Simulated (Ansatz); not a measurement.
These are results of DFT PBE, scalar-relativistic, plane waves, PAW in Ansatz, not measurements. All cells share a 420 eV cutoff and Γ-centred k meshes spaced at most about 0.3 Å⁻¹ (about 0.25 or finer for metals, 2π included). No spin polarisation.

All energies are static (0 K, no zero-point motion).

Two forms of Cd6Te were relaxed alike.

A.

Space group P6/mmm (No. 191). a = 5.864 Å, b = 5.864 Å, c = 6.141 Å, α = 90.00°, β = 90.00°, γ = 120.00°
```json
{"atom": "Cd", "site": "3f", "symmetry": "mmm", "x": "0.5000", "y": "0.0000", "z": "0.0000"}
{"atom": "Cd", "site": "1a", "symmetry": "6/mmm", "x": "0.0000", "y": "0.0000", "z": "0.0000"}
{"atom": "Cd", "site": "2d", "symmetry": "-6m2", "x": "0.3333", "y": "0.6667", "z": "0.5000"}
{"atom": "Te", "site": "1b", "symmetry": "6/mmm", "x": "0.0000", "y": "0.0000", "z": "0.5000"}
```

B.

Space group P-31m (No. 162). a = 5.328 Å, b = 5.328 Å, c = 7.786 Å, α = 90.00°, β = 90.00°, γ = 120.00°
```
atom  site  symmetry       x       y       z
  Cd    6k       ..m  0.6519  0.6519  0.3196
  Te    1a      -3.m  0.0000  0.0000  0.0000
```

Question: Which would you expect to be lower, and how large is the difference?

Answer: B is lower, by 72 meV/atom. A has space group P6/mmm (No. 191), 26.1 Å³/atom and no gap on its mesh; B has space group P-31m (No. 162), 27.3 Å³/atom and no gap. Counting Cd atoms around Te (those within 1.25 times the shortest such distance or 1.15 times the sum of covalent radii; a plus sign parts nearer from farther groups), A has Te 2+6 and B has Te 6. The lower one is the more open, so pressure narrows the difference. Both come from invented guesses. The lowest form computed isn't among them: it has space group P4/mmm (No. 123), 25.9 Å³/atom and lies 14 meV/atom below the best shown.

Spin–orbit coupling, which can matter for Te, is left out. Cells relaxed within their symmetry can be saddle points. Some candidate types were left out of the draw beforehand, so a known form may be missing.
